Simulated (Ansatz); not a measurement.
## What CsPbCl3 (model cell, started as cubic perovskite with Pb in the octahedra) distorts into

Which phase does CsPbCl3 (model cell, started as cubic perovskite with Pb in the octahedra) fall into along its unstable mode, and how much energy does it gain?

Calculated with Ansatz 0.2.0; DFT PBEsol, scalar-relativistic, plane waves, PAW; PAW set soft_1.

## Step 1: The structure

It takes space group Pm-3m (No. 221, cubic). Conventional cell: a = 5.618 Å, b = 5.618 Å, c = 5.618 Å, α = 90.00°, β = 90.00°, γ = 90.00°. Nearest to Cs lie 12 Cl at 3.97 Å. Nearest to Pb lie 6 Cl at 2.81 Å. Nearest to Cl lie 2 Pb at 2.81 Å and 4 Cs at 3.97 Å. Farther neighbours and most contacts between anions are not listed.

Coordinates:

```cif
data_structure
_symmetry_space_group_name_H-M 'Pm-3m'
_symmetry_Int_Tables_number 221
_cell_length_a 5.6180
_cell_length_b 5.6180
_cell_length_c 5.6180
_cell_angle_alpha 90.000
_cell_angle_beta 90.000
_cell_angle_gamma 90.000
_cell_volume 177.32
loop_
_atom_site_label
_atom_site_type_symbol
_atom_site_symmetry_multiplicity
_atom_site_Wyckoff_symbol
_atom_site_fract_x
_atom_site_fract_y
_atom_site_fract_z
_atom_site_occupancy
Cs1 Cs 1 a 0.00000 0.00000 0.00000 1
Pb1 Pb 1 b 0.50000 0.50000 0.50000 1
Cl1 Cl 3 c 0.50000 0.50000 0.00000 1
```

## Step 2: The dispersion

The cell comes from relaxations at this level that are not shown. Stability and thermal properties need the whole zone. Linear response on a 2×2×2 q mesh gives force constants as far as a supercell of that size would, and the tensors from the zone-centre run are typed in so that the long-range dipole term is interpolated apart.

Input file input.yaml:

```yaml
crystal:
  lattice:
    - [5.6180085334, 0.0, 0.0]
    - [0.0, 5.6180085334, 0.0]
    - [0.0, 0.0, 5.6180085334]
  atoms:
    - { symbol: Cs, position: [0.0, 0.0, 0.0] }
    - { symbol: Pb, position: [0.5, 0.5, 0.5] }
    - { symbol: Cl, position: [0.5, 0.5, 0.0] }
    - { symbol: Cl, position: [0.5, 0.0, 0.5] }
    - { symbol: Cl, position: [0.0, 0.5, 0.5] }
kpoints:
  mp_grid: { grid: [8, 8, 8] }
hamiltonian:
  xc: pbesol
  pseudopotentials: { kind: paw, azcp: { folder: soft_1 }, xc_functional: pbe }
scf:
  occupations: { method: fixed }
output:
  eigenvalues: true
phonons:
  method: dfpt
  qmesh: [2, 2, 2]
  temperatures: { t_max: 1000, t_step: 50 }
  qpath:
    path:
      - [[0.0, 0.0, 0.0], [0.0, 0.5, 0.0], [0.5, 0.5, 0.0], [0.0, 0.0, 0.0], [0.5, 0.5, 0.5], [0.0, 0.5, 0.0]]
      - [[0.5, 0.5, 0.5], [0.5, 0.5, 0.0]]
    npoints: 10
  non_analytic_term:
    high_frequency_dielectric_tensor: [[4.0408, 0.0, 0.0], [0.0, 4.0408, 0.0], [0.0, 0.0, 4.0408]]
    born_effective_charges:
      - { species: Cs, tensor: [[1.3223, 0.0, 0.0], [0.0, 1.3223, 0.0], [0.0, 0.0, 1.3223]] }
      - { species: Pb, tensor: [[3.9499, 0.0, 0.0], [0.0, 3.9499, 0.0], [0.0, 0.0, 3.9499]] }
      - { species: Cl, tensor: [[-0.7258, 0.0, 0.0], [0.0, -0.7258, 0.0], [0.0, 0.0, -3.8207]] }
      - { species: Cl, tensor: [[-0.7258, 0.0, 0.0], [0.0, -3.8207, 0.0], [0.0, 0.0, -0.7258]] }
      - { species: Cl, tensor: [[-3.8207, 0.0, 0.0], [0.0, -0.7258, 0.0], [0.0, 0.0, -0.7258]] }
    source: "zone-centre run at this cell"
```

Started as:

```sh
ansatz run input.yaml --threads 4 --pin off --max-ram 16384MiB --backend cpu --events-out ev --progress --plain --runs-dir out
```

Numbers of over 12 decimals in the logs are rounded to 6 here.

What it wrote:

```text
Engine: ansatz 0.2.0, aarch64-unknown-linux-gnu
Pseudopotentials: kind: paw
Pseudopotential: Cs, paw, valence charge 9, recommended cutoff 420 eV (normal), soft_1/Cs.paw.azcp
Pseudopotential: Pb, paw, valence charge 14, recommended cutoff 420 eV (normal), soft_1/Pb.paw.azcp
Pseudopotential: Cl, paw, valence charge 7, recommended cutoff 420 eV (normal), soft_1/Cl.paw.azcp
Functional definition: PBEsol
  exchange = pbesol_x
  correlation = pbesol_c
Crystal: 5 atoms, lattice volume = 177.316 Å³
Basis set: ecut = 420 eV, 3431 PW (Γ), exchange–correlation on 80×80×80 points (8 copies of the dense FFT grid, shifted against one another)
Bands: 27, of which v1, the nominal top of the filled ones, is band 22 counted from 1 (21 counted from 0)
Symmetry: 48 space group operations
k-points: 35 of 512
Non-local potential: Cs, projectors of the file, l = 0: 3, l = 1: 2, l = 2: 2, l = 3: 2
Non-local potential: Pb, projectors of the file, l = 0: 2, l = 1: 2, l = 2: 2, l = 3: 1
Non-local potential: Cl, projectors of the file, l = 0: 2, l = 1: 2, l = 2: 1
PAW form: soft (Blöchl's): semilocal exchange-correlation on the pseudo side does not see the compensation charge
PAW frozen core: Cs, regenerated for the run's functional, and the local potential with it (the file was generated under x = pbe(κ = 0.804, μ = 0.219515), c = pbe(β = 0.066725))
PAW frozen core: Pb, regenerated for the run's functional, and the local potential with it (the file was generated under x = pbe(κ = 0.804, μ = 0.219515), c = pbe(β = 0.066725))
PAW frozen core: Cl, regenerated for the run's functional, and the local potential with it (the file was generated under x = pbe(κ = 0.804, μ = 0.219515), c = pbe(β = 0.066725))
PAW one-centre angular grid: Cs, 194 points (default); XC on 64 Gauss nodes
PAW one-centre angular grid: Pb, 590 points (default); XC on 64 Gauss nodes
PAW one-centre angular grid: Cl, 110 points (default); XC on 64 Gauss nodes
Initial density: superposition of atomic densities (chi_scale 0.1, normalization cell, long waves kept (reshape's long-wave potential 0.01 eV rms))
Initial wavefunctions: pseudopotential atomic-orbital guess
Functional: x = pbesol(κ = 0.804, μ = 0.123457), c = pbesol(β = 0.046)
SCF iter   1: F=—  HF=-20534.057177 eV  |F-HF|=—  |Δ(HF+E_count)|=         —  Δρ=2.39e-2  dr2=2.20e0  ethr=3.10e-3  ⟨swp⟩=5.0  Hψ=3962  notcnv=0  defer=61
preconditioner: auto → Resta (q_TF=auto, 2.163 Å⁻¹)  ε∞=3.0  [insulator: Δε(μ)=1.494 eV  Ē_g=12.631 eV  n_scr=26 (ndim 8)  ℏωp=18.1 eV  f_vac=0.014  ε∞_Penn≈3.0]
SCF iter   2: F=—  HF=-20533.316875 eV  |F-HF|=—  |Δ(HF+E_count)|=   7.40e-1  Δρ=1.08e-2  dr2=6.67e-1  ethr=3.10e-3  ⟨swp⟩=3.6  Hψ=2169  notcnv=0  defer=73
SCF iter   3: F=—  HF=-20532.999035 eV  |F-HF|=—  |Δ(HF+E_count)|=   3.18e-1  Δρ=3.19e-3  dr2=5.25e-2  ethr=1.52e-3  ⟨swp⟩=3.7  Hψ=2167  notcnv=0  defer=94
SCF iter   4: F=—  HF=-20532.980830 eV  |F-HF|=—  |Δ(HF+E_count)|=   1.82e-2  Δρ=1.16e-3  dr2=3.28e-3  ethr=1.19e-4  ⟨swp⟩=3.0  Hψ=1786  notcnv=0  defer=96
SCF iter   5: F=—  HF=-20532.982002 eV  |F-HF|=—  |Δ(HF+E_count)|=   1.17e-3  Δρ=1.95e-4  dr2=7.22e-5  ethr=7.46e-6  ⟨swp⟩=2.9  Hψ=1551  notcnv=0  defer=102
SCF iter   6: F=—  HF=-20532.982110 eV  |F-HF|=—  |Δ(HF+E_count)|=   1.08e-4  Δρ=2.58e-5  dr2=1.23e-6  ethr=1.64e-7  ⟨swp⟩=2.0  Hψ=1698  notcnv=0  defer=102
SCF iter   7: F=—  HF=-20532.982116 eV  |F-HF|=—  |Δ(HF+E_count)|=   6.07e-6  Δρ=7.04e-6  dr2=6.40e-8  ethr=2.80e-9  ⟨swp⟩=2.0  Hψ=1676  notcnv=0  defer=94
SCF iter   8: F=—  HF=-20532.982116 eV  |F-HF|=—  |Δ(HF+E_count)|=   3.37e-8  Δρ=1.34e-6  dr2=2.78e-9  ethr=1.46e-10  ⟨swp⟩=2.0  Hψ=1645  notcnv=0  defer=94
SCF iter   9: F=—  HF=-20532.982116 eV  |F-HF|=—  |Δ(HF+E_count)|=   2.20e-9  Δρ=2.31e-7  dr2=9.68e-11  ethr=6.32e-12  ⟨swp⟩=2.0  Hψ=1645  notcnv=0  defer=94
SCF iter  10: F=-20532.982116 eV  HF=-20532.982116 eV  |F-HF|=1.09e-11  |Δ(HF+E_count)|=  2.18e-10  Δρ=4.09e-8  dr2=5.08e-12  ethr=1.00e-12  ⟨swp⟩=16.4  Hψ=7232  notcnv=0
SCF 1 converged in 10 iterations: F = -20532.982116 eV  dr2 = 5.08e-12
  greatest PAW one-centre occupation: 0.982 electrons in one spin orbital (limit 2), on the Pb atom at site 1 (counted from 0), in its partial waves of l = 2
NSCF: frozen V_eff on 35 k-points
NSCF: frozen V_eff on 125 k-points
DFPT response loops at q = (0, 0, 0) (fractional): preconditioner auto → Resta (q_TF=auto, 2.163 Å⁻¹)  ε∞=5.7 (no band partly filled); β = 1.00, the filter's whole step (`scf.mixing.beta` (0.50) is not read by the response loops at its default; to damp them type it under 1.00, their step now; it binds the ground state too); Broyden in place of MSR1
NSCF: frozen V_eff on 250 k-points
DFPT response loops at q = (0, 0, -0.5) (fractional): mixed as the last ones told, above
NSCF: frozen V_eff on 250 k-points
DFPT response loops at q = (0, -0.5, -0.5) (fractional): mixed as the last ones told, above
NSCF: frozen V_eff on 250 k-points
DFPT response loops at q = (-0.5, -0.5, -0.5) (fractional): mixed as the last ones told, above
SCF converged after 10 iterations
Free energy (F): -20532.982116 eV
Harris-Foulkes:  -20532.982116 eV  (|F-HF|=1.09e-11)
Internal energy: -20532.982116 eV  (E = F + TS)
E sigma→0 (E₀):  -20532.982116 eV
Fermi energy:    3.945302 eV
--- Per-component energies (eV) ---
  E_band       = -238.535051
  E_kinetic    = 892.681841
  E_local      = -2616.653482  (includes V_loc(G=0)·N_el)
  E_nonlocal   = 426.044347
  E_hartree    = 983.169164
  E_xc         = -702.554641
  E_vxc        = -624.683971  (∫ρ·V_xc dr)
  E_paw        = -17141.423365  (= ΣΔE_a)
  E_vpaw       = -282.262405  (= ΣTr[D̂ρ^β])
  E_aug_tail   = 0.000327  (compensation charges beyond the density's cutoff)
  E_ewald      = -2374.687937
  E_core_change = 0.441631  (= ΣΔE_core)
  E_smearing   = -0.000000  (= −TS)
  E_closure    = 0.000000  (closes the sum)
  Σ components = -20532.982116   (vs F -20532.982116, Δ=0.00e0)
--- Band table (eV; the first three rows and the last of 35) ---
  k-point 0: bands = [... 18 lower, 1.3664, 1.4719, 1.4719, 1.4719, 7.1954, 8.2031, 8.2031, 9.0891, ... 1 higher]
  k-point 1: bands = [... 18 lower, 1.3516, 1.4558, 1.4558, 1.4698, 7.3457, 8.3071, 8.3154, 9.1366, ... 1 higher]
  k-point 2: bands = [... 18 lower, 1.3156, 1.4170, 1.4170, 1.5569, 7.7025, 8.5096, 8.6113, 8.7342, ... 1 higher]
  k-point 34: bands = [... 18 lower, 1.7969, 1.7969, 1.7969, 3.9453, 5.7875, 5.7875, 5.7875, 8.9618, ... 1 higher]
--- Phonons (Γ-DFPT): 4 representative perturbations + reference (Σ response iterations 15) ---
  ASR residual: 5.114e-5 → 0.000e0 eV/Å²; symmetrization residual: 3.862e-5 eV/Å²
  ASR residual per site (eV/Å²): 2.04e-5 4.84e-6 5.11e-5 5.11e-5 5.11e-5
  Γ frequencies (cm⁻¹): -21.53 -21.53 -21.53 0.00 0.00 0.00 20.32 20.32 20.32 51.77 51.77 51.77 136.27 136.27 136.27
--- Phonons (arbitrary-q DFPT): 4 irreducible q on the 2×2×2 mesh ---
  q = [0.0000, 0.0000, 0.0000] (star 1, of the zone-centre solve; hermiticity 3.14e-5, symmetrization 2.83e-12): -21.53 -21.53 -21.53 -0.00 -0.00 -0.00 20.32 20.32 20.32 51.77 51.77 51.77 136.27 136.27 136.27
  q = [0.0000, 0.0000, -0.5000] (star 3, 9 solved perturbations in 975 linear systems a pass and spin channel, the states on 125 of 512 k-point pairs; hermiticity 7.27e-6, symmetrization 2.16e-12): -13.29 -13.29 10.52 10.52 35.23 38.61 42.94 42.94 43.82 43.82 52.10 110.91 136.48 136.48 248.14
  q = [0.0000, -0.5000, -0.5000] (star 3, 9 solved perturbations in 975 linear systems a pass and spin channel, the states on 125 of 512 k-point pairs; hermiticity 5.61e-6, symmetrization 1.89e-13): -47.54 -20.58 -20.58 7.88 34.67 41.34 41.34 45.25 45.25 87.55 102.63 102.63 136.57 220.88 256.91
  q = [-0.5000, -0.5000, -0.5000] (star 1, 4 solved perturbations in 350 linear systems a pass and spin channel, the states on 125 of 512 k-point pairs; hermiticity 7.16e-7, symmetrization 1.50e-11): -47.99 -47.99 -47.99 -11.66 -11.66 -11.66 80.88 80.88 80.88 98.51 98.51 98.51 220.60 220.60 262.90
  sum rule: each row above includes the acoustic sum rule's correction from the zone centre's row sums; it moved no ω² by more than (0.63 cm⁻¹)²
  mesh force constants: q→R imaginary residual 6.57e-18; ASR residual 5.114e-5 → 0.000e0 eV/Å²; symmetrization residual 7.994e-15 eV/Å²
  interpolated dispersion: 63 rows × 15 modes
  density of states and harmonic sums: on the 12×12×12 q-mesh, interpolated from the force constants of a 2×2×2 supercell (with the dipole–dipole term of supplied tensors)
  largest difference from the sums on the solved wave vectors: F 3.48e-2 eV, S 3.65e-5 and C_V 1.56e-5 eV/K
  zero-point energy: 0.064406 eV/cell   skipped modes (ω ≤ 0): 289, of them read as no rigid motion or as one in doubt: 286 (3.394e0 modes/cell left out, lowest -47.99 cm⁻¹)   left out of the sums: 2.26e-1 of the cell's modes: C_V's classical limit lies that fraction below 3 k_B per atom; for a crystal, a wire or a layer, F and S can be off by more, and a phonons.interpolated_qmesh denser along its periods is the remedy for the sampling
```

Run time: 6.8 min. Hardware: 4 threads of Arm Neoverse V1, shared host; peak memory 1.9 GiB; 27 min of CPU time.

Reading the cycles: dr2 is the Hartree energy of the density residual (eV), the measure of convergence; HF is the Harris–Foulkes estimate of the energy, which meets the free energy F at convergence.

Numbers from this step:

```
gap on the k-mesh                                       : 1.842 eV
volume per atom                                         : 35.46 Å³
sum-rule residual before enforcement                    : 5.11e-5 eV/Å²
lowest frequency on the path                            : -47.99 cm⁻¹
point group                                             : m-3m
highest frequency on the path or at a solved wavevector : 262.9 cm⁻¹
highest optical mode at the zone centre (no LO-TO term) : 136.3 cm⁻¹
lowest optical zone-centre mode                         : -21.53 cm⁻¹
lowest mode on the q mesh (acoustic modes at Γ apart)   : -47.99 cm⁻¹
```

Frequencies (cm⁻¹) solved at each irreducible wavevector; negative means imaginary. Frequencies by wavevector, by row:

```
q in reciprocal lattice units  star  mode 1  mode 2  mode 3  mode 4  mode 13  mode 14  mode 15
                        0 0 0     1   -21.5   -21.5   -21.5       0    136.3    136.3    136.3
                     0 0 -0.5     3   -13.3   -13.3    10.5    10.5    136.5    136.5    248.1
                  0 -0.5 -0.5     3   -47.5   -20.6   -20.6     7.9    136.6    220.9    256.9
               -0.5 -0.5 -0.5     1     -48     -48     -48   -11.7    220.6    220.6    262.9
```

Interpolated from a 2×2×2 q mesh, with the LO-TO term (at Γ the limit along the path; where Γ stands inside the path, tables give the limit on arrival). Phonon branches along the path, in cm⁻¹:

```
    point  branch 1  branch 2  branch 3  branch 4  branch 12  branch 13  branch 14  branch 15
        Γ       -22       -22         0         0         56        136        136        232
  halfway       -18       -18        10        10         88        136        136        240
        X       -13       -13        10        10        111        136        136        248
  halfway       -35       -14        -8         7        107        136        188        249
        M       -48       -21       -21         8        103        137        221        257
  halfway       -28       -14       -13        17         88        136        176        236
        Γ       -22       -22         0         0         56        136        136        232
  halfway       -29       -25       -25         9         88        178        178        235
        R       -48       -48       -48       -12         98        221        221        263
  halfway       -37       -33       -25        -9        105        180        194        250
        X       -13       -13        10        10        111        136        136        248
jump to R       -48       -48       -48       -12         98        221        221        263
  halfway       -48       -36       -36        -5        101        186        221        257
        M       -48       -21       -21         8        103        137        221        257
```

Symmetry leaves 4 wavevectors to solve. The lowest mode among them, the acoustic zeros apart, lies at q = (-0.5, -0.5, -0.5) and is imaginary, 48.0i cm⁻¹, so the energy falls along it.

## Step 3: The mode frozen in, largest atomic shift 0 Å

The mode followed lies at q = (-0.5, -0.5, -0.5) with frequency 48.0i cm⁻¹ and is 3-fold degenerate, the softest among the wavevectors solved. At small amplitude the distorted cell has space group no. 74 by a symmetry search on the positions. The undistorted cell that holds it gives the zero of energy on the same k mesh.

System of this step: CsPbCl3 (model cell, started as cubic perovskite with Pb in the octahedra). It takes space group Pm-3m (No. 221, cubic). The conventional cell has a = 5.618 Å, b = 5.618 Å, c = 5.618 Å, α = 90.00°, β = 90.00°, γ = 90.00°. Nearest to Cs lie 12 Cl at 3.97 Å. Nearest to Pb lie 6 Cl at 2.81 Å. Nearest to Cl lie 2 Pb at 2.81 Å and 4 Cs at 3.97 Å. Farther neighbours and most contacts between anions are not listed.

Input file input.yaml:

```yaml
crystal:
  lattice:
    - [5.6180085334, 5.6180085334, 0.0]
    - [5.6180085334, 0.0, 5.6180085334]
    - [5.6180085334, 0.0, -5.6180085334]
  atoms:
    - { symbol: Cs, position: [0.0, 0.0, 0.0] }
    - { symbol: Cs, position: [0.0, 0.5, 0.5] }
    - { symbol: Pb, position: [0.5, 0.25, 0.75] }
    - { symbol: Pb, position: [0.5, 0.75, 0.25] }
    - { symbol: Cl, position: [0.5, 0.0, 1.0] }
    - { symbol: Cl, position: [0.5, 0.5, 0.5] }
    - { symbol: Cl, position: [0.0, 0.0, 0.5] }
    - { symbol: Cl, position: [0.0, 0.5, 0.0] }
    - { symbol: Cl, position: [0.5, 0.0, 0.5] }
    - { symbol: Cl, position: [0.5, 0.5, 0.0] }
kpoints:
  mp_grid: { grid: [6, 6, 6] }
hamiltonian:
  xc: pbesol
  pseudopotentials: { kind: paw, azcp: { folder: soft_1 }, xc_functional: pbe }
scf:
  occupations: { method: gaussian, width: 0.02 }
output:
  forces: true
  stress: true
  eigenvalues: true
```

What it wrote:

```text
[...]
Crystal: 10 atoms, lattice volume = 354.631 Å³
Basis set: ecut = 420 eV, 6879 PW (Γ), exchange–correlation on 108×108×108 points (8 copies of the dense FFT grid, shifted against one another)
Bands: 54, of which v1, the nominal top of the filled ones, is band 44 counted from 1 (43 counted from 0)
Symmetry: 96 space group operations
[...]
k-points: 16 of 216
[...]
k-point 0: bands = [... 40 lower, 1.7968, 1.7968, 1.7968, 3.9452, 5.7875, 5.7875, 5.7875, 7.1953, ... 4 higher]
  k-point 1: bands = [... 40 lower, 1.7371, 1.7371, 1.7654, 3.4905, 6.0884, 6.0884, 6.2307, 7.3919, ... 4 higher]
  k-point 2: bands = [... 40 lower, 1.6388, 1.6388, 1.6817, 2.6524, 6.8373, 6.8373, 7.0594, 7.8404, ... 4 higher]
  k-point 15: bands = [... 40 lower, 1.4907, 1.7009, 2.3710, 2.7332, 6.5029, 6.7560, 7.2278, 8.5928, ... 4 higher]
[key lines of the parts left out:]
SCF converged after 8 iterations
Free energy (F): -41065.964600 eV
Fermi energy:    4.866254 eV
P = ⅓ Tr σ = -0.0013 GPa (-0.013 kbar)
```

It took 6.7 s on 4 threads; peak memory 0.91 GiB; 25 s of CPU time.

Numbers from this step:

```
pressure                         : -0.001303 GPa
energy from the undistorted cell : 0 meV/atom
```

At this level the gap is 1.84 eV on the k-mesh of the self-consistent run, which can miss the band edges.

## Step 4: The mode frozen in, largest atomic shift 0.6 Å

The atoms are moved along the unstable eigenvector, the largest shift by 0.6 Å, with the cell fixed.

input.yaml, the sections that differ from step 3:

```yaml
crystal:
  lattice:
    - [5.6180085334, 5.6180085334, 0.0]
    - [5.6180085334, 0.0, 5.6180085334]
    - [5.6180085334, 0.0, -5.6180085334]
  atoms:
    - { symbol: Cs, position: [0.0, 0.0, 0.0] }
    - { symbol: Cs, position: [0.0, 0.5, 0.5] }
    - { symbol: Pb, position: [0.5, 0.25, 0.75] }
    - { symbol: Pb, position: [0.5, 0.75, 0.25] }
    - { symbol: Cl, position: [0.5755185874, -0.0755185874, 0.9244814126] }
    - { symbol: Cl, position: [0.4244814126, 0.5755185874, 0.5755185874] }
    - { symbol: Cl, position: [0.0, 0.0377592937, 0.4622407063] }
    - { symbol: Cl, position: [0.0, 0.4622407063, 0.0377592937] }
    - { symbol: Cl, position: [0.5, 0.0377592937, 0.4622407063] }
    - { symbol: Cl, position: [0.5, 0.4622407063, 0.0377592937] }
# kpoints, hamiltonian, scf, output: as in step 3
```

What it wrote:

```text
[...]
Crystal: 10 atoms, lattice volume = 354.631 Å³
Basis set: ecut = 420 eV, 6879 PW (Γ), exchange–correlation on 108×108×108 points (8 copies of the dense FFT grid, shifted against one another)
Bands: 54, of which v1, the nominal top of the filled ones, is band 44 counted from 1 (43 counted from 0)
Symmetry: 8 space group operations
[...]
k-points: 46 of 216
[...]
k-point 0: bands = [... 40 lower, 1.6352, 1.6746, 1.6874, 3.5110, 5.7227, 5.7440, 5.7635, 7.3805, ... 4 higher]
  k-point 1: bands = [... 40 lower, 1.6225, 1.6481, 1.6980, 3.1488, 5.9729, 6.0061, 6.0926, 7.5704, ... 4 higher]
  k-point 2: bands = [... 40 lower, 1.5774, 1.5898, 1.7056, 2.4438, 6.5783, 6.6339, 6.8424, 7.9240, ... 4 higher]
  k-point 45: bands = [... 40 lower, 1.4457, 1.5991, 2.2203, 2.4976, 6.2981, 6.4651, 6.9150, 8.1069, ... 4 higher]
[key lines of the parts left out:]
SCF converged after 8 iterations
Free energy (F): -41066.066111 eV
Fermi energy:    4.616835 eV
P = ⅓ Tr σ = -0.4587 GPa (-4.587 kbar)
```

Run time: 17 s. Hardware: 4 threads; peak memory 1.2 GiB; 66 s of CPU time.

This step gave:

```yaml
pressure: -0.4587 GPa
gap_on_the_k_mesh: 2.212 eV
energy_from_the_undistorted_cell: -10.15 meV/atom
```

The energy, extrapolated to zero smearing, is -10.15 meV/atom against the undistorted cell.

The run ends at a pressure of -0.46 GPa, with forces up to 0.12 eV/Å.

[end of part 1 of 3]

[Logs are printed without paths, hosts, clocks, repeated set-up lines and the standing remarks that a program may print on its own settings, such as how far it seeks lower states.]

[Hosts, paths, dates, database ids (printed as entryN), source tags and the programs' standing remarks are cut or masked in the printed files.]
